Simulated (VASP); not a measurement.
# CdS (Hawleyite) (F-43m) in VASP: notebook

One crystal, CdS (Hawleyite), is run at these levels: PBE; tasks: G0W0 quasiparticle levels.

Program: VASP 6.6.1. These are calculated values, not measurements. Logs are shortened: lines on timing, memory, paths and dates and some standing lists are left out, and cuts for length are marked.

### Step 1. Starting point

The structure is cubic, space group F-43m (No. 216). The conventional cell has a = 5.833 Å, b = 5.833 Å, c = 5.833 Å, α = 90.00°, β = 90.00°, γ = 90.00°. Around Cd (site symmetry -43m) lie 4 S at 2.53 Å. Around S (site symmetry -43m) lie 4 Cd at 2.53 Å.

### Step 2. G0W0 quasiparticle levels, PBE

Contents of POSCAR:

```
CdS
1.0
    0.0000000000      2.9165000000      2.9165000000
    2.9165000000      0.0000000000      2.9165000000
    2.9165000000      2.9165000000      0.0000000000
Cd S
1 1
Direct
    0.0000000000      0.0000000000      0.0000000000
    0.7500000000      0.7500000000      0.7500000000
```

Contents of INCAR.step1:

```
SYSTEM = CdS
PREC = Accurate ; ENCUT = 450
EDIFF = 1E-8 ; ISMEAR = 0
SIGMA = 0.01 ; LREAL = .False.
LASPH = .True. ; NELM = 60
ALGO = Normal ; LWAVE = .True.
LCHARG = .False. ; GGA = PE
```

Contents of INCAR.step2:

```
SYSTEM = CdS
PREC = Accurate ; ENCUT = 450
EDIFF = 1E-8 ; ISMEAR = 0
SIGMA = 0.01 ; LREAL = .False.
LASPH = .True. ; NELM = 1
ALGO = Exact ; LWAVE = .True.
LCHARG = .False. ; GGA = PE
NBANDS = 68 ; LOPTICS = .True.
ISTART = 1
```

Contents of INCAR.step3:

```
SYSTEM = CdS
PREC = Accurate ; ENCUT = 450
EDIFF = 1E-8 ; ISMEAR = 0
SIGMA = 0.01 ; LREAL = .False.
LASPH = .True. ; ALGO = EVGW0
LWAVE = .False. ; LCHARG = .False.
GGA = PE ; NELMGW = 1
NBANDS = 68 ; ENCUTGW = 150
NOMEGA = 48 ; PRECFOCK = Fast
ISTART = 1 ; NBANDSGW = 17
```

Contents of KPOINTS:

```
regular mesh
0
Gamma
  3 3 3
  0 0 0
```

Potentials or basis: VASP PAW PBE potentials, release 64 (Cd_GW, S_GW).

Launch:

```bash
cat potpaw_PBE.64/Cd_GW/POTCAR potpaw_PBE.64/S_GW/POTCAR > POTCAR
cp INCAR.step1 INCAR
mpirun -np 1 vasp_std > vasp.out
cp INCAR.step2 INCAR
mpirun -np 1 vasp_std > vasp.out
cp INCAR.step3 INCAR
mpirun -np 1 vasp_std > vasp.out
```

OUTCAR:

```text
SYSTEM = CdS
   PREC = Accurate
   ENCUT = 450
   EDIFF = 1E-8
   ISMEAR = 0
   LREAL = .False.
   LASPH = .True.
   GGA = PE
   NELMGW = 1
   ENCUTGW = 150
   PRECFOCK = Fast
   ISTART = 1

 Found      4 irreducible k-points:

 Following reciprocal coordinates:
            Coordinates               Weight
  0.000000  0.000000  0.000000      1.000000
  0.333333  0.000000  0.000000      8.000000
  0.333333  0.333333  0.000000      6.000000
 -0.333333  0.333333  0.000000     12.000000
   k-points           NKPTS =      4   k-points in BZ     NKDIM =     27   number of bands    NBANDS=     68
   number of dos      NEDOS =    301   number of ions     NIONS =      2
   total plane-waves  NPLWV =  27000
   dimension x,y,z NGX =    30 NGY =   30 NGZ =   30
   dimension x,y,z NGXF=    60 NGYF=   60 NGZF=   60
   ions per type =               1   1
   NGX,Y,Z   is equivalent  to a cutoff of  12.09, 12.09, 12.09 a.u.
   NGXF,Y,Z  is equivalent  to a cutoff of  24.18, 24.18, 24.18 a.u.
 SYSTEM =  CdS
   PREC   = accura    normal or accurate (medium, high low for compatibility)
   ISTART =      1    job   : 0-new  1-cont  2-samecut
   ICHARG =      0    charge: 1-file 2-atom 10-const
   ISPIN  =      1    spin polarized calculation?
   LNONCOLLINEAR =      F non collinear calculations
   LSORBIT =      F    spin-orbit coupling
   LASPH  =      T    aspherical Exc in radial PAW
   ENCUT  =  450.0 eV  33.07 Ry    5.75 a.u.   7.13  7.13  7.13*2*pi/ulx,y,z
   NELM   =     60;   NELMIN=  2; NELMDL=  0     # of ELM steps
   EDIFF  = 0.1E-07   stopping-criterion for ELM
   LREAL  =      F    real-space projection
   EDIFFG = 0.1E-06   stopping-criterion for IOM
   NSW    =      0    number of steps for IOM
   IBRION =     -1    ionic relax: 0-MD 1-quasi-New 2-CG
   NFREE  =      0    steps in history (QN), initial steepest desc. (CG)
   ISIF   =      0    stress and relaxation
   ISYM   =      3    0-nonsym 1-usesym 2-fastsym
   POTIM  = 0.5000    time-step for ionic-motion
   TEBEG  =    0.0;   TEEND  =   0.0 temperature during run
   PSTRESS=    0.0 pullay stress
   NELECT =      18.0000    total number of electrons
   NUPDOWN=      -1.0000    fix difference up-down
   EMIN   =  10.00;   EMAX   =-10.00  energy-range for DOS
   EFERMI =   0.00;   METHOD = LEGACY
   ISMEAR =     0;   SIGMA  =   0.01  broadening in eV -4-tet -1-fermi 0-gaus
   EFERMI_NEDOS =   21; number of points for ismear=-14 and -15
   IALGO  =     38    algorithm
   IMIX   =      4    mixing-type and parameters
     AMIX     =   0.40;   BMIX     =  1.00
     AMIX_MAG =   1.60;   BMIX_MAG =  1.00
  volume/ion in A,a.u.               =      24.81       167.41
  Fermi-wavevector in a.u.,A,eV,Ry     =   1.167599  2.206442 18.548649  1.363287
  Thomas-Fermi vector in A             =   2.304097
   LORBIT       =      0    0 simple, 1 ext, 2 COOP (PROOUT), +10 PAW based schemes
   GGA     = PE    functional components
   LHFCALC =     T    Hartree Fock is set to
   PRECFOCK=fast      Normal, Fast or Accurate (Low or Medium for compatibility)
   ENCUT4O =  -1.0   cutoff for four orbital integrals eV
   NKREDX  =     1    reduce k-point grid by
   NKREDY  =     1    reduce k-point grid by
   NKREDZ  =     1    reduce k-point grid by
   AEXX    =    1.0000 exact exchange contribution
   HFSCREEN=    0.0000 screening length (either q_TF or 0.3 A-1)
   HFSCREENC=   0.0000 screening length for correlation (either q_TF or 0.3 A-1)
   ENCUTFOCK=  -1.0 apply spherical cutoff to Coloumb kernel
   IVDW    =     0    specifies the selected vdW correction
   LEPSILON=     F    determine dielectric tensor
   LRPA    =     F    only Hartree local field effects (RPA)
   LRPAFORCE           =     F    calculate RPA forces
   ENCUTGW             = 150.0    cutoff for response function in eV
   ENCUTGWSOFT         = 120.0    soft cutoff for Coulomb kernel in GW response function in eV
   ENCUTLF             =  -1.0    cutoff for local field effects
   NELMGW              =     1    number of iterations in solving QP/BSE equation
   NELMHF              =     1    number of iterations in the inner HF iteration
   NKREDLFX            =     1    NKREDLFY  =   1   NKREDLFZ  =   1
 non-spin polarized calculation
 Gauss-broadening in eV      SIGMA  =   0.01
  energy-cutoff  :      450.00
  volume of cell :       49.62
 maximum number of plane-waves:      1089
 NGX is ok and might be reduce to    30
  NGX = 16; NGY = 16; NGZ = 16
   NGX = 15   NGY = 15   NGZ = 15
 maximum number of plane-waves:       212

 QP shifts <psi_nk| G(iteration)W_0 |psi_nk>: iteration 1
 for sc-GW calculations column KS-energies equals QP-energies in previous step
 and V_xc(KS)=  KS-energies - (<T + V_ion + V_H > + <T+V_H+V_ion>^1  + <V_x>^1)

 k-point   1 :       0.0000    0.0000    0.0000
  band No.  KS-energies  QP-energies   sigma(KS)   V_xc(KS)     V^pw_x(r,r')   Z            occupation Imag(sigma)

      1      -9.6269      -9.8647     -13.3669     -12.9919     -20.9027       0.6341       2.0000       1.2091
      2      -5.0684      -6.3367     -17.0233     -15.1709     -22.9360       0.6847       2.0000       0.3489
      3      -5.0684      -6.3367     -17.0233     -15.1709     -22.9360       0.6847       2.0000       0.3489
      4      -5.0684      -6.3367     -17.0233     -15.1709     -22.9360       0.6847       2.0000       0.3489
      5      -4.5976      -5.9567     -17.4547     -15.4962     -23.2435       0.6939       2.0000       0.3145
      6      -4.5976      -5.9567     -17.4547     -15.4962     -23.2435       0.6939       2.0000       0.3145
      7       2.7321       2.3437     -14.3536     -13.8225     -16.9502       0.7313       2.0000       0.1467
      8       2.7321       2.3437     -14.3536     -13.8225     -16.9502       0.7313       2.0000       0.1467
      9       2.7321       2.3437     -14.3536     -13.8225     -16.9502       0.7313       2.0000       0.1467
     10       3.8353       4.1097      -9.4737      -9.8350      -5.6008       0.7595       0.0000      -0.0767
     11       9.2047       9.7351      -9.0838      -9.7897      -4.8439       0.7512       0.0000      -0.1237
     12       9.2047       9.7351      -9.0838      -9.7897      -4.8439       0.7512       0.0000      -0.1237
     13       9.2047       9.7351      -9.0838      -9.7897      -4.8439       0.7512       0.0000      -0.1237
     14      14.0797      14.7578      -9.7994     -10.7264      -4.9380       0.7314       0.0000      -0.2722
     15      14.0797      14.7578      -9.7994     -10.7264      -4.9380       0.7314       0.0000      -0.2722
     16      14.1407      14.2805      -7.7029      -7.8901      -2.3983       0.7471       0.0000      -0.3739
     17      15.9596      15.9506      -7.2278      -7.2158      -2.1079       0.7501       0.0000      -0.4782

 k-point   2 :       0.3333    0.0000    0.0000
  band No.  KS-energies  QP-energies   sigma(KS)   V_xc(KS)     V^pw_x(r,r')   Z            occupation Imag(sigma)

      1      -9.3038      -9.5564     -13.8202     -13.4191     -21.2667       0.6298       2.0000       1.1225
      2      -4.9703      -6.2512     -17.1112     -15.2474     -23.0090       0.6873       2.0000       0.3473
      3      -4.9703      -6.2512     -17.1112     -15.2474     -23.0090       0.6873       2.0000       0.3473
      4      -4.5971      -5.8393     -16.8427     -15.0455     -22.6116       0.6912       2.0000       0.3542
      5      -4.5807      -5.9409     -17.4735     -15.5178     -23.2754       0.6955       2.0000       0.3139
      6      -4.5807      -5.9409     -17.4735     -15.5178     -23.2754       0.6955       2.0000       0.3139
      7      -0.6975      -1.2903     -12.6259     -11.7845     -15.7293       0.7045       2.0000       0.2167
      8       2.1503       1.7098     -13.9419     -13.3371     -16.6002       0.7283       2.0000       0.1501
      9       2.1503       1.7098     -13.9419     -13.3371     -16.6002       0.7283       2.0000       0.1501
     10       5.6651       6.0702      -9.6144     -10.1509      -5.6155       0.7552       0.0000      -0.0914
     11       9.4214       9.7645      -9.4707      -9.9392      -5.0588       0.7324       0.0000      -0.1513
     12       9.7500      10.2519      -9.0975      -9.7714      -4.7759       0.7449       0.0000      -0.1360
     13       9.7500      10.2519      -9.0975      -9.7714      -4.7759       0.7449       0.0000      -0.1360
     14      13.6760      13.6388      -7.2029      -7.1534      -2.2385       0.7518       0.0000      -0.3231
     15      13.7010      14.2425      -9.2817     -10.0127      -4.4381       0.7408       0.0000      -0.2763
     16      13.7010      14.2425      -9.2817     -10.0127      -4.4381       0.7408       0.0000      -0.2763
     17      18.3220      18.9493      -9.4542     -10.2802      -3.6687       0.7595       0.0000      -0.7789

 k-point   3 :       0.3333    0.3333    0.0000
  band No.  KS-energies  QP-energies   sigma(KS)   V_xc(KS)     V^pw_x(r,r')   Z            occupation Imag(sigma)

      1      -9.2013      -9.4624     -13.9757     -13.5609     -21.3927       0.6297       2.0000       1.0942
      2      -4.8462      -6.1369     -16.7834     -14.9175     -22.5267       0.6918       2.0000       0.3476
      3      -4.8208      -6.1187     -17.2888     -15.4114     -23.1891       0.6913       2.0000       0.3394
      4      -4.8208      -6.1187     -17.2888     -15.4114     -23.1891       0.6913       2.0000       0.3394
      5      -4.5327      -5.8969     -17.5247     -15.5674     -23.3312       0.6970       2.0000       0.3183
      6      -4.4825      -5.7557     -17.0523     -15.2174     -22.8132       0.6939       2.0000       0.3380
      7      -0.3891      -0.9494     -13.1551     -12.3649     -16.2042       0.7091       2.0000       0.2092
      8       1.2609       0.7482     -13.2838     -12.5721     -16.0602       0.7203       2.0000       0.1594
      9       1.2609       0.7482     -13.2838     -12.5721     -16.0602       0.7203       2.0000       0.1594
     10       6.5422       6.7186      -8.6333      -8.8661      -4.7725       0.7584       0.0000      -0.1068
     11       7.1465       7.6799      -9.9059     -10.6199      -5.8313       0.7471       0.0000      -0.0960
     12      11.0721      11.2999      -8.7589      -9.0655      -4.2494       0.7429       0.0000      -0.1884
     13      11.7910      12.3560      -9.6696     -10.4477      -4.8068       0.7261       0.0000      -0.2257
     14      11.7910      12.3560      -9.6696     -10.4477      -4.8068       0.7261       0.0000      -0.2257
     15      14.5519      15.2748      -9.7298     -10.7198      -4.6778       0.7302       0.0000      -0.2949
     16      18.0285      18.2442      -7.8807      -8.1650      -2.5435       0.7589       0.0000      -0.6056
     17      18.1520      18.8628     -10.0493     -11.0075      -4.2656       0.7419       0.0000      -0.7445

 k-point   4 :      -0.3333    0.3333    0.0000
  band No.  KS-energies  QP-energies   sigma(KS)   V_xc(KS)     V^pw_x(r,r')   Z            occupation Imag(sigma)

      1      -9.0987      -9.3749     -14.1612     -13.7258     -21.5520       0.6343       2.0000       1.0653
      2      -4.8899      -6.1891     -17.0859     -15.2036     -22.9342       0.6902       2.0000       0.3446
      3      -4.8169      -6.1139     -17.2916     -15.4167     -23.1912       0.6918       2.0000       0.3394
      4      -4.6468      -6.0016     -17.3696     -15.4189     -23.1757       0.6945       2.0000       0.3217
      5      -4.5750      -5.9368     -17.4640     -15.5085     -23.2673       0.6964       2.0000       0.3183
      6      -4.0334      -5.2617     -17.3602     -15.5957     -23.1416       0.6961       2.0000       0.3344
      7      -1.2094      -1.7570     -12.3642     -11.5762     -15.5264       0.6949       2.0000       0.2404
      8       0.1577      -0.4451     -12.4348     -11.5846     -15.3180       0.7090       2.0000       0.1820
      9       1.4329       0.9358     -13.4341     -12.7438     -16.1876       0.7201       2.0000       0.1578
     10       7.1243       7.5320      -9.3617      -9.9047      -5.3100       0.7508       0.0000      -0.1023
     11       8.4693       8.9243      -9.9396     -10.5596      -5.6875       0.7338       0.0000      -0.1267
     12      10.6624      10.9648      -9.2543      -9.6630      -4.8009       0.7399       0.0000      -0.1748
     13      11.1355      11.6698      -9.3352     -10.0604      -4.6638       0.7367       0.0000      -0.1861
     14      12.5455      12.9267      -8.7120      -9.2273      -3.7826       0.7398       0.0000      -0.2720
     15      13.9670      14.5606      -9.5282     -10.3333      -4.6374       0.7373       0.0000      -0.2985
     16      17.1131      17.6755      -9.3997     -10.1620      -3.8311       0.7378       0.0000      -0.5691
     17      17.7266      18.4479     -10.0559     -11.0242      -4.1776       0.7449       0.0000      -0.7429
```

Wall time 42 s (1 thread of Intel Xeon 6975P-C (Granite Rapids), shared host); peak memory 0.31 GiB.

The run converged, but some of its settings lie outside the range that counts as converged, so its numbers aren't taken as properties of the crystal.

What came out:

- Band gap on the k mesh, mean-field level: 1.10 eV, direct
- Quasiparticle gap: 1.77 eV
- Least direct quasiparticle gap: 1.77 eV

Caveat: the k mesh is coarse (spacing up to 0.62 Å⁻¹), so the values aren't converged; bands, screening cutoff and mesh are small and nothing is extrapolated, so the quasiparticle values aren't converged.

### Step 3. G0W0 quasiparticle levels, PBE

POSCAR is that of step 2.

INCAR.step1 is that of step 2.

INCAR.step2 is that of step 2.

INCAR.step3, as its differences from that of step 2:

```diff
@@ -8,3 +8,3 @@
 NBANDS = 68 ; ENCUTGW = 150
-NOMEGA = 48 ; PRECFOCK = Fast
+NOMEGA = 100 ; PRECFOCK = Fast
 ISTART = 1 ; NBANDSGW = 17
```

KPOINTS is that of step 2.

Potentials or basis: VASP PAW PBE potentials, release 64 (Cd_GW, S_GW).

Launch:

```bash
cat potpaw_PBE.64/Cd_GW/POTCAR potpaw_PBE.64/S_GW/POTCAR > POTCAR
cp INCAR.step1 INCAR
mpirun -np 1 vasp_std > vasp.out
cp INCAR.step2 INCAR
mpirun -np 1 vasp_std > vasp.out
cp INCAR.step3 INCAR
mpirun -np 1 vasp_std > vasp.out
```

OUTCAR:

```text
SYSTEM = CdS
   PREC = Accurate
   ENCUT = 450
   EDIFF = 1E-8
   ISMEAR = 0
   LREAL = .False.
   LASPH = .True.
   GGA = PE
   NELMGW = 1
   ENCUTGW = 150
   PRECFOCK = Fast
   ISTART = 1

 Found      4 irreducible k-points:

 Following reciprocal coordinates:
            Coordinates               Weight
  0.000000  0.000000  0.000000      1.000000
  0.333333  0.000000  0.000000      8.000000
  0.333333  0.333333  0.000000      6.000000
 -0.333333  0.333333  0.000000     12.000000
   k-points           NKPTS =      4   k-points in BZ     NKDIM =     27   number of bands    NBANDS=     68
[... 60 lines left out ...]
   NELMGW              =     1    number of iterations in solving QP/BSE equation
   NELMHF              =     1    number of iterations in the inner HF iteration
   NKREDLFX            =     1    NKREDLFY  =   1   NKREDLFZ  =   1
 non-spin polarized calculation
 Gauss-broadening in eV      SIGMA  =   0.01
  energy-cutoff  :      450.00
  volume of cell :       49.62
 maximum number of plane-waves:      1089
 NGX is ok and might be reduce to    30
  NGX = 16; NGY = 16; NGZ = 16
   NGX = 15   NGY = 15   NGZ = 15
 maximum number of plane-waves:       212

 QP shifts <psi_nk| G(iteration)W_0 |psi_nk>: iteration 1
 for sc-GW calculations column KS-energies equals QP-energies in previous step
 and V_xc(KS)=  KS-energies - (<T + V_ion + V_H > + <T+V_H+V_ion>^1  + <V_x>^1)

 k-point   1 :       0.0000    0.0000    0.0000
  band No.  KS-energies  QP-energies   sigma(KS)   V_xc(KS)     V^pw_x(r,r')   Z            occupation Imag(sigma)

      1      -9.6269      -9.7729     -13.2267     -12.9919     -20.9027       0.6219       2.0000       1.0438
      2      -5.0684      -6.5799     -17.4143     -15.1709     -22.9360       0.6737       2.0000       1.0629
      3      -5.0684      -6.5799     -17.4143     -15.1709     -22.9360       0.6737       2.0000       1.0629
      4      -5.0684      -6.5799     -17.4143     -15.1709     -22.9360       0.6737       2.0000       1.0629
      5      -4.5976      -6.2671     -17.8876     -15.4962     -23.2435       0.6981       2.0000       1.0974
      6      -4.5976      -6.2671     -17.8876     -15.4962     -23.2435       0.6981       2.0000       1.0974
[... 59 lines left out ...]
      3      -4.8169      -6.3904     -17.6946     -15.4167     -23.1912       0.6907       2.0000       1.0961
      4      -4.6468      -6.2979     -17.7877     -15.4189     -23.1757       0.6970       2.0000       1.0832
      5      -4.5750      -6.2647     -17.9037     -15.5085     -23.2673       0.7055       2.0000       1.0775
      6      -4.0334      -5.5384     -17.7148     -15.5957     -23.1416       0.7102       2.0000       1.0127
[... 9 lines left out ...]
     16      17.1131      17.5909      -9.5000     -10.1620      -3.8311       0.7217       0.0000      -0.4719
     17      17.7266      18.3352     -10.1674     -11.0242      -4.1776       0.7102       0.0000      -0.6434
```

OUTCAR.step2:

```text
SYSTEM = CdS
   PREC = Accurate
   ENCUT = 450
   EDIFF = 1E-8
[... 539 lines left out ...]
  --------------------------------------------------------------------------------------------------------------
     0.00000    19.34806    19.34806    19.34806     0.00000     0.00000    -0.00000
     0.85063    31.96733    31.96733    31.96733     0.00000     0.00000    -0.00000
     1.70126     0.09108     0.09108     0.09108     0.00000     0.00000    -0.00000
     2.55189     8.71352     8.71352     8.71352    -0.00000     0.00000    -0.00000
     3.40251    27.93208    27.93208    27.93208    -0.00000     0.00000    -0.00000
     4.25314     1.85670     1.85670     1.85670     0.00000     0.00000    -0.00000
[... 92 lines left out ...]
    83.36158     0.89848     0.89848     0.89848    -0.00000    -0.00000     0.00000
    84.21221     0.90117     0.90117     0.90117    -0.00000    -0.00000     0.00000
```

Wall time 43 s (1 thread of Intel Xeon 6975P-C (Granite Rapids), shared host); peak memory 0.32 GiB.

These settings aren't checked as converged: the numbers below hold their error.

What came out:

```yaml
Band_gap_on_the_k_mesh_mean-field_level: 1.10 eV, direct
Quasiparticle_gap: 1.72 eV
Least_direct_quasiparticle_gap: 1.72 eV
```

Caveat: the k mesh is coarse (spacing up to 0.62 Å⁻¹), so the values aren't converged; bands, screening cutoff and mesh are small and nothing is extrapolated, so the quasiparticle values aren't converged.

(Continued in part 2 of 2.)
